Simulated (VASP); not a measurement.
# K₈Cl₇: saddle point by the improved dimer method

K₈Cl₇, defect, 15 atoms in the cell. PBE, improved dimer method; PAW potentials K_sv, Cl (PBE set).

Path: a Cl atom hops into a neighbouring Cl vacancy; Length of the hop (Å): 4.45; Charge of the cell: 1; Atoms free in the vibrations (from 0): 3, 5, 6, 7, 8.

## Input

INCAR.step1:
```
SYSTEM = K8Cl7
PREC = Accurate
ENCUT = 300
EDIFF = 1E-7
ISMEAR = 0
SIGMA = 0.05
LREAL = .False.
LASPH = .True.
NELM = 100
ALGO = Normal
LWAVE = .False.
LCHARG = .False.
ISYM = 0
NELECT = 120.0
KPAR = 4
IBRION = 2
NSW = 100
ISIF = 2
EDIFFG = -0.005
POTIM = 0.5
```

INCAR.step2, as INCAR.step1 but for:
```
- EDIFF = 1E-7
- EDIFFG = -0.005
+ EDIFF = 1E-6
+ EDIFFG = -0.02
```

INCAR.step3, as INCAR.step2 but for:
```
- IBRION = 2
- NSW = 100
- ISIF = 2
- POTIM = 0.5
+ IBRION = 44
+ NSW = 600
```

INCAR.step4, as INCAR.step3 but for:
```
- EDIFF = 1E-6
- IBRION = 44
- NSW = 600
- EDIFFG = -0.02
+ EDIFF = 1E-7
+ IBRION = 5
+ NFREE = 2
+ POTIM = 0.015
+ NSW = 1
```

KPOINTS:
```
k-points
0
Gamma
  2 2 2
```

POSCAR.step1:
```
K8Cl7
1.0
    0.0000000000      6.2929400000      6.2929400000
    6.2929400000      0.0000000000      6.2929400000
    6.2929400000      6.2929400000      0.0000000000
K Cl
8 7
Direct
    0.0000000000      0.0000000000      0.0000000000
    0.0000000000      0.0000000000      0.5000000000
    0.0000000000      0.5000000000      0.0000000000
    0.0000000000      0.5000000000      0.5000000000
    0.5000000000      0.0000000000      0.0000000000
    0.5000000000      0.0000000000      0.5000000000
    0.5000000000      0.5000000000      0.0000000000
    0.5000000000      0.5000000000      0.5000000000
    0.2500000000      0.2500000000      0.7500000000
    0.2500000000      0.7500000000      0.2500000000
    0.2500000000      0.7500000000      0.7500000000
    0.7500000000      0.2500000000      0.2500000000
    0.7500000000      0.2500000000      0.7500000000
    0.7500000000      0.7500000000      0.2500000000
    0.7500000000      0.7500000000      0.7500000000
```

POSCAR.step2:
```
K8Cl7
1.0
    0.0000000000      6.2929400000      6.2929400000
    6.2929400000      0.0000000000      6.2929400000
    6.2929400000      6.2929400000      0.0000000000
K Cl
8 7
Direct
    0.0000000000      0.0000000000      0.0000000000
    0.0000000000      0.0000000000      0.5000000000
    0.0000000000      0.5000000000      0.0000000000
    0.0000000000      0.5000000000      0.5000000000
    0.5000000000      0.0000000000      0.0000000000
    0.5000000000      0.0000000000      0.5000000000
    0.5000000000      0.5000000000      0.0000000000
    0.5000000000      0.5000000000      0.5000000000
    0.2500000000      0.2500000000      0.2500000000
    0.2500000000      0.7500000000      0.2500000000
    0.2500000000      0.7500000000      0.7500000000
    0.7500000000      0.2500000000      0.2500000000
    0.7500000000      0.2500000000      0.7500000000
    0.7500000000      0.7500000000      0.2500000000
    0.7500000000      0.7500000000      0.7500000000
```

POSCAR.step3:
```
K8Cl7                                   
1.0
    0.0000000000      6.2929400000      6.2929400000
    6.2929400000      0.0000000000      6.2929400000
    6.2929400000      6.2929400000      0.0000000000
K Cl
8 7
Direct
    0.9870860509      1.0016922955      0.0222135443
    0.9935591263      0.9931906102      0.5212015712
    0.9914871224      0.5057632274      1.0130366276
    0.9507610529      0.5481183095      0.5236786283
    0.5076840694      0.9889628751      1.0154080478
    0.5448258784      0.9544160600      0.5180030715
    0.5044794172      0.5081622041      1.0110822421
    0.5038805563      0.5070641632      0.5152712364
    0.2539145394      0.2522354255      0.5139666258
    0.2519224600      0.7563848073      0.2618477010
    0.2520572961      0.7456179235      0.7661084412
    0.7551274523      0.2521319302      0.2642548037
    0.7497586856      0.2420696554      0.7680328323
    0.7543295087      0.7478968388      0.2596843588
    0.7491623338      0.7509206652      0.7681112442

    0.0485135431      0.0485136553     -0.0305477344
    0.0485130516      0.0485142883      0.0312898369
    0.0790620170      0.0798072590      0.0000011533
    0.0172218758      0.0179665563     -0.0000001127
    0.0798071411      0.0790619264      0.0000008849
    0.0179666860      0.0172219050     -0.0000000834
    0.0485156112      0.0485136042     -0.0312914981
    0.0485138731      0.0485148300      0.0305478963
   -0.6791995308     -0.6791996458     -0.0000000692
    0.0485142730      0.0485141280     -0.0000000496
    0.0485140624      0.0485143047      0.0000000048
    0.0485143740      0.0485143387      0.0000000802
    0.0485144595      0.0485142148      0.0000001351
    0.0485142901      0.0485143187     -0.0000003927
    0.0485142730      0.0485143161     -0.0000000514
```

POSCAR.step4:
```
K8Cl7
1.0
    0.0000000000      6.2929400000      6.2929400000
    6.2929400000      0.0000000000      6.2929400000
    6.2929400000      6.2929400000      0.0000000000
K Cl
8 7
Selective dynamics
Direct
    0.0073254500      0.0073309701      0.9804733443  F F F
    0.0067399146      0.0077055122      0.5377517620  F F F
    0.9995171850      0.5013596329      0.0153657112  F F F
    0.9352819697      0.5613807548      0.5182449793  T T T
    0.5010078217      0.9991370970      0.0166826473  F F F
    0.5619198459      0.9359873093      0.5170525412  T T T
    0.4906127404      0.4915929822      0.0557739325  T T T
    0.4913215777      0.4914406453      0.4945366062  T T T
    0.2556577807      0.2560136564      0.5095660483  T T T
    0.2298276839      0.7895633922      0.2569671269  F F F
    0.2695318575      0.7132105474      0.7747559737  F F F
    0.7893664458      0.2306154529      0.2562013972  F F F
    0.7122732110      0.2695812187      0.7756604923  F F F
    0.7503982017      0.7495028719      0.2390450690  F F F
    0.7492538640      0.7502049476      0.7938233447  F F F
```

POSCAR.step5:
```
K8Cl7
1.0
    0.0000000000      6.2929400000      6.2929400000
    6.2929400000      0.0000000000      6.2929400000
    6.2929400000      6.2929400000      0.0000000000
K Cl
8 7
Selective dynamics
Direct
    0.9999999882      0.9999999855      0.0000000436  F F F
    0.9892498560      0.9892500374      0.5107498544  F F F
    0.9892497510      0.5107500348      0.9892497925  F F F
    0.9892499044      0.5107502540      0.5107501089  T T T
    0.5107501829      0.9892498786      0.9892496989  F F F
    0.5107502223      0.9892498563      0.5107501455  T T T
    0.5107501433      0.5107499192      0.9892501455  T T T
    0.4999999495      0.5000000368      0.4999999871  T T T
    0.2499999891      0.2499999916      0.7500000523  T T T
    0.2500000157      0.7500000059      0.2500000151  F F F
    0.2499999990      0.7500000029      0.7500000790  F F F
    0.7500000259      0.2500000098      0.2499999721  F F F
    0.7499999918      0.2499999631      0.7500000231  F F F
    0.7500000032      0.7500000314      0.2500000291  F F F
    0.7499999778      0.7499999926      0.7500000529  F F F
```

Commands (each step's output is kept before the next begins):
```
cat potpaw_PBE.64/K_sv/POTCAR potpaw_PBE.64/Cl/POTCAR > POTCAR
cp INCAR.step1 INCAR
cp POSCAR.step1 POSCAR
mpirun -np 8 vasp_std > vasp.out
cp INCAR.step2 INCAR
cp POSCAR.step2 POSCAR
mpirun -np 8 vasp_std > vasp.out
# the block under the positions in POSCAR is the starting axis: the straight line between the two relaxed ends
cp INCAR.step3 INCAR
cp POSCAR.step3 POSCAR
mpirun -np 8 vasp_std > vasp.out
# POSCAR: the saddle point
cp INCAR.step4 INCAR
cp POSCAR.step4 POSCAR
mpirun -np 8 vasp_std > vasp.out
# POSCAR: the relaxed minimum
cp POSCAR.step5 POSCAR
mpirun -np 8 vasp_std > vasp.out
```

## Result

- Barrier (eV): 0.697
- Barrier with zero-point energies (eV): 0.690
- Imaginary frequency (cm⁻¹): 62
- Imaginary modes at the saddle: 1
- Attempt frequency (THz): 20.8
- Force evaluations of the dimer: 65
- Largest force left (eV/Å): 0.0095
- Ionic steps, all stages: 138
- Electronic steps, all stages: 999

Vibrations (cm⁻¹; a negative value is imaginary):

| Mode | Minimum | Saddle |
|---|---|---|
| 1 | 145 | 275 |
| 2 | 140 | 209 |
| 3 | 134 | 142 |
| 4 | 133 | 131 |
| 5 | 132 | 130 |
| 6 | 130 | 121 |
| 7 | 117 | 103 |
| 8 | 116 | 97 |
| 9 | 107 | 91 |
| 10 | 106 | 88 |
| 11 | 103 | 77 |
| 12 | 99 | 68 |
| 13 | 98 | 51 |
| 14 | 87 | 28 |
| 15 | 86 | -62 |

Harmonic rate, classical:

| Temperature (K) | Jumps per second |
|---|---|
| 300 | 40 |
| 600 | 2.9e+07 |
| 900 | 2.6e+09 |

The cell is KCl (16 atoms) with one Cl atom missing.

Limits: the cell holds 15 atoms, so the vacancy or interstitial meets its own images and the barrier isn't that of a lone defect; the cell is charged against a uniform background; the barrier compares two equally charged cells; the attempt frequency counts the hopping atom and the four atoms nearest to it, while all others are held.

VASP 6.6.1 took 1384 s on 8 cores (Intel Xeon 6975P-C (Granite Rapids)), a shared host.
